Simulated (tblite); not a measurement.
Compound: cyclopentadiene, C₅H₆.
Bonds: C1–C2 (double), C2–C3, C3–C4, C4–C5 (double), C1–C5. Hydrogens: H6 on C1; H7 on C2; H8, H9 on C3; H10 on C4; H11 on C5.

Computed with GFN2-xTB (tblite), gas phase: Langevin dynamics at 300 K from the optimised GFN2-xTB geometry, time step 0.5 fs, friction 0.01 fs⁻¹, 2000 steps. Over the second half of the run the saved frames average 299 K.

The optimised geometry, where the run starts:
```
atom  x, y, z in Å
C1     -1.046    0.740   -0.203
C2      0.229    1.148   -0.155
C3      1.117   -0.025    0.098
C4      0.146   -1.156    0.183
C5     -1.097   -0.692    0.006
H6     -1.914    1.353   -0.368
H7      0.601    2.149   -0.272
H8      1.689    0.090    1.021
H9      1.840   -0.169   -0.709
H10     0.447   -2.172    0.360
H11    -2.007   -1.264    0.013
```

t = 25 fs, T = 175 K, E(pot) 0.219 eV above the start
```
atom  x, y, z in Å  |  force x, y, z in eV/Å
C1     -1.062    0.742   -0.210    0.444  -0.593   0.093
C2      0.214    1.129   -0.147   -0.785  -1.410   0.085
C3      1.061   -0.066    0.094    1.576   0.978  -0.668
C4      0.127   -1.164    0.280   -0.496  -0.009  -0.166
C5     -1.093   -0.690    0.018   -1.966  -0.769   0.527
H6     -1.909    1.353   -0.370   -0.571   0.284  -0.136
H7      0.629    2.064   -0.235    0.621   1.809  -0.254
H8      1.740    0.150    0.922    0.193  -0.373  -0.122
H9      1.643   -0.212   -0.856   -0.040  -0.058   0.847
H10     0.442   -2.144    0.538   -0.035  -0.490   0.017
H11    -2.050   -1.269    0.095    1.058   0.629  -0.222
```

t = 75 fs, T = 174 K, E(pot) 0.179 eV above the start
```
atom  x, y, z in Å  |  force x, y, z in eV/Å
C1     -1.121    0.710   -0.170   -0.264  -0.511   0.011
C2      0.176    1.031   -0.190    0.534   0.108   0.236
C3      1.002   -0.218    0.150   -1.258   1.164   0.938
C4     -0.044   -1.281    0.358   -1.448   1.529  -0.664
C5     -1.275   -0.702    0.164    1.997  -0.175  -0.158
H6     -1.970    1.349   -0.385    0.252  -0.094   0.123
H7      0.588    2.055   -0.312   -0.201  -1.161  -0.033
H8      1.462   -0.011    1.127    0.345  -0.166  -0.368
H9      1.718   -0.404   -0.619    0.553  -0.323  -0.237
H10     0.163   -2.293    0.639    0.056  -0.043  -0.058
H11    -2.213   -1.189    0.167   -0.566  -0.327   0.210
```

t = 200 fs, T = 201 K, E(pot) 0.234 eV above the start
```
atom  x, y, z in Å  |  force x, y, z in eV/Å
C1     -1.105    0.455   -0.253    0.257  -1.650   0.664
C2      0.206    0.672   -0.058   -0.942   1.403  -0.003
C3      0.857   -0.586    0.271    2.015  -0.919  -0.164
C4     -0.177   -1.638    0.244   -1.206   0.230  -0.169
C5     -1.345   -1.013   -0.003    0.066   1.249  -1.230
H6     -1.868    1.171   -0.498    0.003  -0.144  -0.009
H7      0.707    1.649   -0.092   -0.191  -0.747  -0.050
H8      1.388   -0.598    1.213    0.149   0.221   0.467
H9      1.654   -0.779   -0.472   -0.179  -0.120   0.074
H10    -0.013   -2.706    0.412   -0.022   0.692  -0.042
H11    -2.308   -1.420   -0.270    0.049  -0.215   0.460
```

t = 250 fs, T = 276 K, E(pot) 0.216 eV above the start
```
atom  x, y, z in Å  |  force x, y, z in eV/Å
C1     -1.119    0.266   -0.346   -0.652  -1.192   0.432
C2      0.136    0.635   -0.147   -0.057  -1.098   0.164
C3      0.919   -0.566    0.241    1.116  -0.057  -0.815
C4     -0.032   -1.686    0.240   -2.379   1.647  -0.178
C5     -1.255   -1.151   -0.042    0.155  -0.513  -0.570
H6     -1.959    0.833   -0.653   -0.357   0.515  -0.154
H7      0.512    1.584   -0.307    0.845   1.393  -0.103
H8      1.503   -0.459    1.128    0.159   0.153   0.934
H9      1.686   -0.790   -0.508    0.084   0.159  -0.310
H10     0.173   -2.688    0.441    0.380  -1.022   0.313
H11    -2.224   -1.642   -0.198    0.707   0.016   0.285
```

t = 350 fs, T = 248 K, E(pot) 0.295 eV above the start
```
atom  x, y, z in Å  |  force x, y, z in eV/Å
C1     -1.125   -0.154   -0.460    0.435  -0.540   0.748
C2     -0.002    0.457   -0.049   -0.452   1.673  -0.217
C3      0.999   -0.472    0.527   -0.655   0.128   0.038
C4      0.279   -1.747    0.329   -1.481  -2.299   0.091
C5     -0.993   -1.570   -0.200    2.483   0.184   1.082
H6     -2.015    0.335   -0.770   -0.296   0.111  -0.431
H7      0.097    1.541   -0.154    0.354  -0.461   0.242
H8      1.249   -0.279    1.585   -0.488  -0.050  -0.198
H9      1.954   -0.386    0.052    0.551  -0.167  -0.626
H10     0.679   -2.753    0.676   -0.494   1.479  -0.525
H11    -1.748   -2.320   -0.313    0.043  -0.057  -0.206
```

t = 375 fs, T = 266 K, E(pot) 0.350 eV above the start
```
atom  x, y, z in Å  |  force x, y, z in eV/Å
C1     -1.088   -0.216   -0.401   -1.817  -0.005  -1.132
C2     -0.036    0.491    0.018   -0.079  -0.258  -0.739
C3      0.920   -0.522    0.570    0.856   1.212   0.543
C4      0.312   -1.851    0.446   -1.085  -0.078  -1.121
C5     -0.855   -1.622   -0.205   -0.615  -1.612  -0.090
H6     -2.055    0.105   -0.890    1.378  -0.102   0.677
H7      0.147    1.556   -0.148   -0.001  -0.665   0.474
H8      1.072   -0.202    1.577    0.290  -0.050   1.171
H9      1.890   -0.448    0.116    0.565  -0.085  -0.406
H10     0.750   -2.824    0.682   -0.139   0.760  -0.005
H11    -1.551   -2.409   -0.596    0.647   0.884   0.627
```

t = 450 fs, T = 260 K, E(pot) 0.266 eV above the start
```
atom  x, y, z in Å  |  force x, y, z in eV/Å
C1     -1.036   -0.463   -0.225   -2.559  -1.263  -0.811
C2     -0.024    0.289    0.087    2.116   2.169   1.261
C3      1.156   -0.577    0.511    0.083  -0.265  -0.264
C4      0.554   -1.968    0.409   -0.203   1.164  -0.652
C5     -0.701   -1.875   -0.043   -0.393   0.289   0.043
H6     -2.017   -0.068   -0.575    0.849  -0.631   0.334
H7     -0.120    1.403    0.152    0.701  -1.212  -0.166
H8      1.552   -0.470    1.530   -0.434   0.438  -0.072
H9      2.066   -0.436   -0.125   -0.816  -0.135   0.156
H10     1.098   -2.849    0.609    0.407  -0.576   0.224
H11    -1.430   -2.661   -0.179    0.249   0.021  -0.054
```

t = 525 fs, T = 289 K, E(pot) 0.400 eV above the start
```
atom  x, y, z in Å  |  force x, y, z in eV/Å
C1     -0.920   -0.577    0.021    0.701   0.899   0.905
C2      0.245    0.139    0.141   -1.734   1.486  -0.720
C3      1.434   -0.702    0.301   -1.412  -2.642  -0.990
C4      0.754   -2.075    0.207    0.246  -0.597   0.149
C5     -0.579   -1.955    0.160    0.359  -0.391  -0.353
H6     -1.985   -0.334   -0.004    0.778   0.605  -0.179
H7      0.374    1.227    0.043   -0.361  -0.609   0.175
H8      1.823   -0.647    1.285    0.652   0.315   0.800
H9      2.198   -0.673   -0.461    0.211   0.511  -0.035
H10     1.201   -3.058    0.137    0.517   0.368   0.353
H11    -1.289   -2.765    0.158    0.042   0.054  -0.106
```

t = 625 fs
```
atom  x, y, z in Å
C1     -0.615   -0.460    0.495
C2      0.499    0.188    0.447
C3      1.588   -0.834   -0.035
C4      0.880   -2.138   -0.135
C5     -0.384   -1.830    0.090
H6     -1.615   -0.076    0.749
H7      0.733    1.146    0.815
H8      2.331   -0.878    0.743
H9      1.976   -0.518   -0.957
H10     1.252   -3.007   -0.657
H11    -1.247   -2.435   -0.149
```

Task: Estimate the potential energy and the forces of this last frame.

Result: 0.523 eV above the start.

```json
{"atom": "C1", "Fx (eV/Å)": "-2.816", "Fy (eV/Å)": "-1.156", "Fz (eV/Å)": "0.215"}
{"atom": "C2", "Fx (eV/Å)": "3.281", "Fy (eV/Å)": "-0.742", "Fz (eV/Å)": "-0.555"}
{"atom": "C3", "Fx (eV/Å)": "-0.580", "Fy (eV/Å)": "0.932", "Fz (eV/Å)": "2.100"}
{"atom": "C4", "Fx (eV/Å)": "0.068", "Fy (eV/Å)": "0.916", "Fz (eV/Å)": "-1.089"}
{"atom": "C5", "Fx (eV/Å)": "-2.513", "Fy (eV/Å)": "-0.641", "Fz (eV/Å)": "-0.453"}
{"atom": "H6", "Fx (eV/Å)": "0.641", "Fy (eV/Å)": "-0.302", "Fz (eV/Å)": "-0.071"}
{"atom": "H7", "Fx (eV/Å)": "0.278", "Fy (eV/Å)": "0.805", "Fz (eV/Å)": "-0.067"}
{"atom": "H8", "Fx (eV/Å)": "0.735", "Fy (eV/Å)": "0.163", "Fz (eV/Å)": "0.092"}
{"atom": "H9", "Fx (eV/Å)": "0.748", "Fy (eV/Å)": "0.328", "Fz (eV/Å)": "-1.089"}
{"atom": "H10", "Fx (eV/Å)": "0.102", "Fy (eV/Å)": "0.114", "Fz (eV/Å)": "0.478"}
{"atom": "H11", "Fx (eV/Å)": "0.054", "Fy (eV/Å)": "-0.418", "Fz (eV/Å)": "0.438"}
```

The bond farthest from its length at the start is C2–C3 (1.569 against 1.493 Å), and half the difference of its two atoms' forces along it is -2.29 eV/Å (positive lengthens). The largest atomic force is 3.41 eV/Å.

The cost below is that of the whole dynamics run. The run took 9.4 s of wall time on an Arm Neoverse N1 with one thread, on a shared host, and the process peaked at 0.18 GiB of memory.
